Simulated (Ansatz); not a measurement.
# SnS₂: pressure against volume, fitted

```yaml
crystal:
  lattice:
    - [3.59830, 0.00000, 0.00000]
    - [-1.79915, 3.11622, 0.00000]
    - [0.00000, 0.00000, 5.49400]
  atoms:
    - { symbol: Sn, position: [0.00000, 0.00000, 0.00000] }
    - { symbol: S, position: [0.66667, 0.33333, 0.26390] }
    - { symbol: S, position: [0.33333, 0.66667, 0.73610] }
```

Atoms are numbered in the order listed.

The cell comes from COD entry 7038081, which wasn't checked; take it as a given geometry.

Spin–orbit coupling is left out, though it moves levels of the heavy atoms by tenths of an eV or more.

Method: DFT, PBEsol, all-electron LAPW, scalar-relativistic in Ansatz 0.2.0.

Settings: a Γ-centred 10×10×6 k mesh, Fermi–Dirac smearing of 0.01 eV, basis error target 1 meV/atom, no spin polarisation.

The cell is scaled evenly. Fractional coordinates are held (clamped ions).

```json
{"V (Å³/atom)": "19.303", "P (GPa)": "13.34"}
{"V (Å³/atom)": "20.124", "P (GPa)": "7.87"}
{"V (Å³/atom)": "20.330", "P (GPa)": "6.68"}
{"V (Å³/atom)": "20.535", "P (GPa)": "5.56"}
{"V (Å³/atom)": "20.740", "P (GPa)": "4.49"}
{"V (Å³/atom)": "20.946", "P (GPa)": "3.47"}
{"V (Å³/atom)": "21.356", "P (GPa)": "1.60"}
{"V (Å³/atom)": "21.767", "P (GPa)": "-0.07"}
```

Task: Fit a third-order Birch–Murnaghan curve to the pressures.

Result: P = (3B0/2)(y^(7/2) − y^(5/2))[1 + (3/4)(B0′ − 4)(y − 1)] with y = (V0/V)^(2/3) fits within 0.01 GPa for V0 = 21.748 Å³/atom, B0 = 84.6 GPa and B0′ = 4.66.

Task: Predict the pressure at the withheld volume, 19.714 Å³/atom.

Result: There y = 1.0677, so the fit gives 10.46 GPa; the run gave 10.46 GPa.
